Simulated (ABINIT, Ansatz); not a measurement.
Given: the input of a run of ABINIT 10.8.3 (patched build) on La2O3. Atoms were shifted at random by some hundredths of an Å from the given cell, which wasn't relaxed again for these runs. The cell is a database's computed one, not the measured one.

The input run.abi:

```
# Pseudopotentials
pp_dirpath "./"
pseudos "La.GGA_PBE-JTH.xml, O.GGA_PBE-JTH.xml"

# Structure
acell 3*1.0 Angstrom
rprim
     3.9307778780     0.0000000000     0.0000000000
    -1.9653889390     3.4041534990     0.0000000000
     0.0000000000     0.0000000000     6.1119535200
ntypat 2
znucl 57 8
natom 5
typat 1 1 2 2 2
xred
     0.3394670000     0.6588080000     0.2459800000
     0.6754630000     0.3387370000     0.7552280000
     0.0055620000     0.0024750000    -0.0033560000
     0.3362110000     0.6643290000     0.6501560000
     0.6719440000     0.3266460000     0.3569860000
chkprim 0
chksymtnons 0
tolsym 1.0e-6

# Plane-wave basis
ecut 23.0
pawecutdg 45.0
pawxcdev 0

# k points
kptopt 1
ngkpt 8 8 5
nshiftk 1
shiftk 0.0 0.0 0.0

# Exchange and correlation
ixc 11

# Bands and occupations
nband 27
occopt 3
tsmear 0.05 eV

# SCF cycle
nstep 100
tolvrs 1.0e-9

# Output
iomode 3
prtwf 0
prtden 0
prteig 0
prtebands 0
enunit 1
```

Potentials or basis: JTH PAW PBE v2.0.

The run is started by

```sh
$ abinit run.abi > log 2>&1
```

Set up the same calculation for Ansatz 0.2.0. Potentials or basis there: Ansatz PAW (earlier soft set), cutoff 420 eV.

As run (cutoffs and basis follow the program's own potentials, and thresholds, step limits or extra output files can differ):

File input.yaml:

```yaml
crystal:
  lattice:
    - [3.930777878, 0.0, 0.0]
    - [-1.965388939, 3.404153499, 0.0]
    - [0.0, 0.0, 6.11195352]
  atoms:
    - { symbol: La, position: [0.339467, 0.658808, 0.24598] }
    - { symbol: La, position: [0.675463, 0.338737, 0.755228] }
    - { symbol: O, position: [0.005562, 0.002475, -0.003356] }
    - { symbol: O, position: [0.336211, 0.664329, 0.650156] }
    - { symbol: O, position: [0.671944, 0.326646, 0.356986] }
hamiltonian:
  xc: pbe
  pseudopotentials: { kind: paw, azcp: { folder: soft_1 } }
kpoints:
  mp_grid: { grid: [8, 8, 5] }
scf:
  occupations: { method: fermi_dirac, width: 0.05 }
output:
  forces: true
  stress: true
  eigenvalues: true
```

Potentials or basis: Ansatz PAW soft_1.

The run is started by

```sh
$ ansatz run input.yaml --threads 1 --pin off --max-ram 3584MiB --backend cpu --events-out ev --progress --plain --runs-dir out
```

Both were run:

|  | ABINIT | Ansatz |
| --- | --- | --- |
| Pressure | 2.7 GPa | 1.8 GPa |

Ansatz's pressure holds a Pulay term of +0.26 GPa for its cutoff of 420 eV, which the other run lacks.

Where Ansatz's input types no cutoff or centring, it takes its own default and a Γ-centred mesh.

Pressure is positive in compression.
